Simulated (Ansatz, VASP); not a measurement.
Si in VASP and in Ansatz

Contents of INCAR:

```
PREC = Accurate ; ENCUT = 520
EDIFF = 1E-6 ; ISMEAR = -1
SIGMA = 0.05 ; LREAL = False
LASPH = True ; NELM = 100
ALGO = Normal ; ISIF = 2
LWAVE = False ; LCHARG = False
GGA = PE ; NBANDS = 8
```

Contents of KPOINTS:

```
Automatic mesh
0
Gamma
  10 10 10
```

POSCAR

```
Si
1.0
    2.4804197817      0.0000000000      0.0000000000
    0.0000000000      2.4804197817      0.0000000000
    0.0000000000      0.0000000000      2.4804197817
Si
1
Direct
    0.5000000000      0.5000000000      0.5000000000
```

Contents of input.yaml:

```yaml
crystal:
  lattice:
    - [2.4804197817, 0.0, 0.0]
    - [0.0, 2.4804197817, 0.0]
    - [0.0, 0.0, 2.4804197817]
  atoms:
    - { symbol: Si, position: [0.5, 0.5, 0.5] }
hamiltonian:
  xc: pbe
  pseudopotentials: { kind: paw, azcp: { folder: soft_1 } }
kpoints:
  mp_grid: { grid: [10, 10, 10] }
scf:
  occupations: { method: fermi_dirac, width: 0.05 }
output:
  forces: true
  stress: true
  eigenvalues: true
  write_density: true
  write_potential: true
  elf: true
  volumetric_format: npy
```

The cell was built by a generator and needn't be a form met in nature.

Alike in both runs: task single point; functional PBE; k mesh 10 × 10 × 10; occupations fermi-dirac, width 0.05 eV; no spin polarisation.

|  | VASP | Ansatz |
| --- | --- | --- |
| version | VASP 6.6.1 | Ansatz 0.2.0 |
| potentials or method | VASP PAW PBE potentials, release 64 (Si) | Ansatz PAW soft_1 |
| plane-wave cutoff (eV) | 520 | 420 |
| valence electrons in the cell | 4 | 4 |

```tsv
	VASP	Ansatz	Ansatz less VASP
gap on the k mesh at the Fermi level (eV)	none	none	-
pressure (GPa)	7.6	7.7	+0.05
```

A gap of «none» marks a metal or a gap that the smearing closes.
